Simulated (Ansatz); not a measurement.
`C[CH2][Ga]([Cl])[Cl]` + `CCCCO` → `CCCCOC` + `[CH3][Ga]([Cl])[Cl]`  (substitution at a C–C bond)

Calculated with Ansatz (gas phase, PBE0-D4/def2-TZVP geometries, no zero-point term in ΔE). CCSD(T)/CBS adds triple-zeta CCSD(T) − MP2 to the extrapolated MP2 energy (def2 sets, frozen cores). DFT in def2-TZVPP. For Ga outer-core shells are correlated without core-valence functions, which leaves a few kJ/mol of doubt a bond. Scalar relativity is left out up to krypton. Each species was taken in one conformer, which may not be the lowest.

`C[CH2][Ga]([Cl])[Cl]`:

```xyz
10

C     0.501   -0.843   -0.958
C    -0.332   -0.564    0.284
Ga   -0.326    1.306    0.859
Cl    0.765    2.827   -0.181
Cl   -1.398    2.018    2.569
H     0.151   -0.270   -1.819
H     0.457   -1.902   -1.227
H     1.552   -0.585   -0.809
H     0.012   -1.150    1.143
H    -1.382   -0.837    0.138
```

`CCCCO`:

Cartesian coordinates in Å:
```
C 1.057 -0.785 -1.700
C 0.717 -0.640 -0.226
C -0.344 0.417 0.035
C -0.691 0.552 1.504
O -1.634 1.570 1.763
H 0.175 -1.071 -2.281
H 1.823 -1.546 -1.862
H 1.430 0.157 -2.112
H 0.376 -1.604 0.169
H 1.623 -0.386 0.336
H -1.253 0.165 -0.528
H -0.007 1.390 -0.338
H 0.201 0.824 2.075
H -1.040 -0.416 1.895
H -2.433 1.372 1.268
```

`CCCCOC`:

Cartesian coordinates in Å:
```
C -1.268 -2.654 -0.031
C -0.362 -1.541 -0.528
C -0.412 -0.306 0.356
C 0.490 0.798 -0.139
O 0.390 1.901 0.724
C 1.204 2.967 0.325
H -2.310 -2.326 0.007
H -0.987 -2.969 0.978
H -1.219 -3.532 -0.679
H 0.670 -1.906 -0.586
H -0.645 -1.268 -1.551
H -0.121 -0.566 1.380
H -1.437 0.075 0.411
H 0.207 1.093 -1.163
H 1.535 0.447 -0.183
H 1.066 3.776 1.043
H 2.266 2.681 0.311
H 0.933 3.330 -0.676
```

`[CH3][Ga]([Cl])[Cl]`:

Cartesian coordinates in Å:
```
C 0.765 0.632 -0.177
Ga -0.718 -0.574 0.167
Cl -0.439 -2.637 0.656
Cl -2.769 0.024 0.088
H 0.406 1.653 -0.300
H 1.474 0.585 0.651
H 1.282 0.317 -1.086
```

CCSD(T)/CBS gives +7.0 kcal/mol.

Task: Another level gave +5.8 kcal/mol. Which?
A. B97M-V/def2-TZVPP
B. HF/def2-TZVPP
C. MP2/def2-TZVPP
D. r2SCAN0-D4/def2-TZVPP

Result: D. r2SCAN0-D4 5.8, HF/def2-TZVPP 3.7, MP2/def2-TZVPP 7.0, B97M-V 4.8 kcal/mol.

Largest T1 diagnostic among the species: 0.011.

At CCSD(T), def2-SVP lies −2.1 kcal/mol from the extrapolated value and def2-TZVPP −0.8 kcal/mol. In def2-TZVPP, CCSD(T) changes the Hartree–Fock value by +2.5 kcal/mol (the triples alone add +0.1 kcal/mol) and MP2 by +3.3 kcal/mol. Leaving LDA and LC-ωPBE aside and taking each functional with its dispersion term where it has one, the values, not all of them listed here, spread over 1.6 kcal/mol, from B97M-V to PBE-QIDH.

CCSD(T)/CBS has its own doubt, a few kJ/mol and more with outer-core shells, so smaller differences from it don't rank the levels.
